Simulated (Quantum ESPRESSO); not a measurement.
HgTe (Coloradoite):

```
Hg Te
1.0
     0.00000    3.21450    3.21450
     3.21450    0.00000    3.21450
     3.21450    3.21450    0.00000
Hg Te
1 1
Direct
  0.00000 0.00000 0.00000
  0.75000 0.75000 0.75000
```

- Program: Quantum ESPRESSO 7.5
- Task: phonons
- Functional: PBE
- Potentials or basis: SPMS 1.0 PBE
- Cutoff: 952 eV
- Density cutoff: 3810 eV
- k mesh: 6 × 6 × 6
- Occupations: cold, width 0.2 eV
- Spin: no spin polarisation
- Mixing beta: 0.5
- Most SCF iterations: 120
- SCF threshold: 4e-10 Ry

Which optical modes does the crystal have at the zone centre, and which show in infrared and Raman spectra?

The optical modes are T2. Infrared active: T2. Raman active: T2.

Optical modes at Γ, degenerate ones joined:
```
cm⁻¹  components  symmetry     active in
 122           3        T2  IR and Raman
```

Caveat: the mesh is thin for the phonons of a metal; the cell is more than 3 GPa from zero pressure, which shifts response properties.
